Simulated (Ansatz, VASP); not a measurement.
One calculation of Te, two programs

```
Te
1.0
    -1.96398    1.96398    1.96398
     1.96398   -1.96398    1.96398
     1.96398    1.96398   -1.96398
Te
1
Cartesian
  0.0000 0.0000 0.0000
```

Change from the starting cell: volume scaled by 1.06, crystal datasets.

Alike in both runs: task electric field gradients; functional PBE; k mesh 14 × 14 × 14; occupations fermi-dirac, width 0.05 eV; no spin polarisation.

|  | VASP | Ansatz |
| --- | --- | --- |
| version | VASP 6.6.1 | Ansatz 0.2.0 |
| potentials or method | VASP PAW PBE potentials, release 64 (Te), cutoff 520 eV | all-electron PAW with datasets made for the crystal, scalar-relativistic |

|  | VASP | Ansatz | Ansatz less VASP |
| --- | --- | --- | --- |
| pressure (GPa) | -2.8 | -2.7 | +0.08 |
| Vzz of the field gradient on the site that differs most (V/Å²) | 0.0 | 0.0 | 0.00 |

Ansatz ran all-electron here, so the differences hold the error of VASP's frozen core and of both bases. Ansatz warned: «gradients_without_spin_orbit».

Spin-orbit coupling is left out, which matters for the levels of Te.
